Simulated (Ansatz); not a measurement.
# C (R-3m) under several functionals

Plane-wave DFT in Ansatz with scalar-relativistic PAW potentials. The same structure was relaxed (cell and atoms, symmetry kept) in separate runs at each level. No spin polarisation.

Task: How do the levels LDA, PBE, PBE+D3(BJ), PBEsol compare?

Result:
| level | cutoff (eV) | k mesh | V (Å³/atom) | a (Å) | c (Å) | gap (eV) |
| --- | --- | --- | --- | --- | --- | --- |
| LDA | 420 | 12×12×12 | 5.511 | 2.491 | 30.762 | 4.54 |
| PBEsol | 420 | 12×12×12 | 5.615 | 2.507 | 30.950 | 4.38 |
| PBE+D3(BJ) | 420 | 12×12×12 | 5.629 | 2.509 | 30.974 | 4.51 |
| PBE | 420 | 12×12×12 | 5.699 | 2.519 | 31.100 | 4.48 |

The usual order of volumes, LDA < PBEsol < PBE, holds here (5.511, 5.615, 5.699 Å³/atom). As a rule LDA overbinds; PBEsol, built on the gradient expansion of slowly varying densities, lies between LDA and PBE; PBE's stronger gradient term for exchange weakens bonds. Adding D3 to PBE changes the volume by -1.2 %; the term is attractive, so it pulls cells in. Each gap belongs to its own cell, so it mixes the functional's effect with that of the volume; gaps are the least found on the k mesh or on a band path.